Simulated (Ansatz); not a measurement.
Optical constants of TaSi₂

Theory: DFT PBEsol, scalar-relativistic, plane waves, PAW (Ansatz). Plane waves to 420 eV; Γ-centred k mesh 12×12×6; Fermi-Dirac smearing of 0.15 eV. No spin polarisation.

Relaxed structure:
```
Ta Si
1.0
     4.75834    0.00000    0.00000
    -2.37917    4.12084    0.00000
     0.00000    0.00000    6.56513
Ta Si
3 6
Direct
  0.50000 0.00000 0.00000
  0.50000 0.50000 0.66667
  0.00000 0.50000 0.33333
  0.15973 0.31947 0.00000
  0.84027 0.15973 0.66667
  0.68053 0.84027 0.33333
  0.84027 0.68053 0.00000
  0.15973 0.84027 0.66667
  0.31947 0.15973 0.33333
```

In a metal these results depend on the k mesh and the smearing. Spin–orbit coupling is left out, which matters for heavy elements.

Independent-particle response (no local fields, no excitons) on a 12×12×10 mesh, broadened by 0.1 eV; the Drude term is undamped and its weight carries the smearing above, which sets much of it in a semimetal. The run couldn't bound its error over part or most of this range, so small peaks and near ties are unsure. Light polarised along x. ε₁ lacks the small share of bands above those solved.

(1) Tabulate ε₁ and ε₂ against photon energy.

(2) Where is the highest local maximum of ε₂ between 0.3 and 12 eV?

Answers

(1)
```tsv
E (eV)	ε₁	ε₂
0.3	-49.17	68.75
0.7	-10.30	21.95
1.1	12.89	16.29
1.5	17.80	15.07
1.9	24.47	17.57
2.3	19.27	29.24
2.7	9.79	27.81
3.1	8.75	22.47
3.5	7.96	26.00
3.9	2.78	21.68
4.3	1.63	22.23
4.7	1.58	21.00
5.1	-2.82	21.76
5.5	-6.02	19.14
5.9	-6.08	16.61
6.3	-8.70	14.92
6.7	-9.65	11.59
7.1	-8.76	8.96
7.5	-7.95	7.57
7.9	-8.04	6.54
8.3	-7.58	5.00
8.7	-6.56	3.96
9.1	-6.02	3.37
9.5	-5.59	2.73
9.9	-5.07	2.11
10.3	-4.57	1.70
10.7	-4.03	1.36
11.1	-3.54	1.12
11.5	-3.19	1.00
11.9	-2.85	0.86
```

(2) At 0.4 eV, where ε₂ = 71.4.

Cost: 1 run of about 12 core-minutes, on Intel Xeon 6975P-C (Granite Rapids) (shared hosts).